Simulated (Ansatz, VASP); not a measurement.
This is a calculation of ZnAu for Ansatz 0.2.0.

File input.yaml:

```yaml
crystal:
  lattice:
    - [3.0827574841, 0.0, 0.0]
    - [0.0, 3.0827574841, 0.0]
    - [0.0, 0.0, 3.0827574841]
  atoms:
    - { symbol: Au, position: [0.0, 0.0, 0.0] }
    - { symbol: Zn, position: [0.5, 0.5, 0.5] }
kpoints:
  mp_grid: { grid: [8, 8, 8] }
scf:
  occupations: { method: fermi_dirac, width: 0.05 }
hamiltonian:
  xc: pbe
  pseudopotentials: { kind: all_electron, lapw: { basis_error: 0.0005 } }
output:
  forces: true
  stress: true
  eigenvalues: true
```

Potentials or basis: all-electron LAPW, scalar-relativistic.

The run is started by

```sh
$ ansatz run input.yaml --threads 1 --pin off --max-ram 3072MiB --backend cpu --events-out ev --progress --plain --runs-dir out
```

Set up the same calculation for VASP 6.6.1. Potentials there: VASP PAW PBE potentials, release 64 (Au, Zn).

As run (the cutoff follows the program's own potentials):

The input INCAR:

```
PREC     = Accurate       # precision mode
ENCUT    = 520            # plane-wave cutoff, eV
EDIFF    = 1E-6           # SCF threshold, eV
ISMEAR   = -1             # smearing method
SIGMA    = 0.05           # smearing width, eV
LREAL    = False          # projectors in reciprocal space
LASPH    = True           # aspherical terms in the spheres
NELM     = 60             # most SCF steps
ALGO     = Normal         # electronic algorithm
ISIF     = 2              # what is computed and relaxed
LWAVE    = False          # write WAVECAR
LCHARG   = False          # write CHGCAR
GGA      = PE             # functional
NBANDS   = 18             # bands
```

KPOINTS

```
regular mesh
0
Gamma
  8 8 8
```

Contents of POSCAR:

```
ZnAu
1.0
    3.0827574841      0.0000000000      0.0000000000
    0.0000000000      3.0827574841      0.0000000000
    0.0000000000      0.0000000000      3.0827574841
Au Zn
1 1
Direct
    0.0000000000      0.0000000000      0.0000000000
    0.5000000000      0.5000000000      0.5000000000
```

Potentials or basis: VASP PAW PBE potentials, release 64 (Au, Zn).

The run is started by

```bash
$ cat potpaw_PBE.64/Au/POTCAR potpaw_PBE.64/Zn/POTCAR > POTCAR
$ mpirun -np 1 vasp_std > vasp.out
```

Both were run:

|  | VASP | Ansatz | Ansatz less VASP |
| --- | --- | --- | --- |
| gap on the k mesh at the Fermi level (eV) | none | none | - |
| pressure (GPa) | 15.7 | 15.5 | -0.15 |

A gap of «none» marks a metal or a gap that the smearing closes. Ansatz ran all-electron here, so the differences hold the error of VASP's frozen core and of both bases.

Caveats: so large a pressure means that the cell lies far from this level's equilibrium, or that cutoff or potentials fall short (VASP). The runs have no spin-orbit coupling, so splittings on Au are missing.
